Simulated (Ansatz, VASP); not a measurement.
# InAs: VASP beside Ansatz

Contents of INCAR:

```
SYSTEM = InAs
PREC = Accurate ; ENCUT = 520
EDIFF = 1E-7 ; ISMEAR = 0
SIGMA = 0.15 ; LREAL = .FALSE.
LASPH = .TRUE. ; NELM = 60
ALGO = Normal ; ISIF = 2
LWAVE = .FALSE. ; LCHARG = .FALSE.
GGA = PS ; NBANDS = 16
```

KPOINTS

```
regular mesh
0
G
  18 18 18
  0 0 0
```

Contents of POSCAR:

```
InAs
1.0
    0.0000000000      3.1350449504      3.1350449504
    3.1350449504      0.0000000000      3.1350449504
    3.1350449504      3.1350449504      0.0000000000
In As
1 1
Direct
    0.0000000000      0.0000000000      0.0000000000
    0.7500000000      0.7500000000      0.7500000000
```

Input for Ansatz:

```yaml
crystal:
  lattice:
    - [0.0, 3.1350449504, 3.1350449504]
    - [3.1350449504, 0.0, 3.1350449504]
    - [3.1350449504, 3.1350449504, 0.0]
  atoms:
    - { symbol: In, position: [0.0, 0.0, 0.0] }
    - { symbol: As, position: [0.75, 0.75, 0.75] }
basis:
  ecutwfc: 420
kpoints:
  mp_grid: { grid: [18, 18, 18] }
hamiltonian:
  xc: pbesol
scf:
  occupations: { method: gaussian, width: 0.15 }
output:
  forces: true
  stress: true
  eigenvalues: true
```

Change from the starting cell: strain +0.030 along x and y, +0.030 along z, atoms carried along.

Alike in both runs: task single point; functional PBEsol; k mesh 18 × 18 × 18; occupations gaussian, width 0.15 eV; no spin polarisation.

|  | VASP | Ansatz |
| --- | --- | --- |
| version | VASP 6.6.1 | Ansatz 0.2.0 |
| potentials or method | VASP PAW PBE potentials, release 64 (In_d, As) | scalar-relativistic, plane waves, PAW |
| plane-wave cutoff (eV) | 520 | 420 |
| valence electrons in the cell | 18 | 28 |

|  | VASP | Ansatz | Ansatz less VASP |
| --- | --- | --- | --- |
| gap on the k mesh at the Fermi level (eV) | none | none | - |
| pressure (GPa) | -4.0 | -4.0 | -0.05 |

A gap of «none» marks a metal or a gap that the smearing closes. The two sets of potentials don't hold the same shells in valence.

Caveats: the PAW data sets were made with another functional, which shifts forces and pressure a little (VASP).
